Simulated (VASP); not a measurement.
Write the native input for VASP 6.6.1 that does the following.

```
Task                   : single point
Functional             : PBE
Potentials or basis    : VASP PAW PBE potentials, release 64 (Si)
Cutoff                 : 520 eV
k mesh                 : 11 × 11 × 11
Occupations            : fermi-dirac, width 0.05 eV
Spin                   : no spin polarisation
Further INCAR settings : ALGO = Normal; EDIFF = 1e-07; NBANDS = 11
```

The structure of Si lies in POSCAR:

```
Si
1.0
   -2.3713723045      2.3713723045      1.3292653899
    2.3713723045     -2.3713723045      1.3292653899
    2.3713723045      2.3713723045     -1.3292653899
Si
2
Direct
    0.5006170000      0.5049930000     -0.0090590000
    0.2556600000      0.7590120000      0.4949370000
```

This isn't the form of Si at room conditions, which is diamond.

The cell isn't the ideal one: atoms moved at random, drawn with an rms of 0.05 Å.

The input as run:

INCAR

```
ALGO = Normal ; EDIFF = 1E-7
ENCUT = 520 ; GGA = PE
ISIF = 2 ; ISMEAR = -1
LASPH = T ; LCHARG = T
LELF = T ; LREAL = F
LVHAR = T ; LWAVE = F
NBANDS = 11 ; NELM = 60
PREC = Accurate ; SIGMA = 0.05
```

KPOINTS

```
k-points
0
Gamma
  11 11 11
```

Potentials or basis: VASP PAW PBE potentials, release 64 (Si).

Launch:

```console
$ cat potpaw_PBE.64/Si/POTCAR > POTCAR
$ mpirun -np 1 vasp_std > vasp.out
```

Results of the run:

```
Pressure               : 3.2 GPa
Largest force          : 0.079 eV/Å
Band gap on the k mesh : none (metal or under the smearing width)
```

Wall time 110 s on 1 thread of AMD EPYC 9R14 (Zen 4) (shared host), peak memory 0.25 GiB.
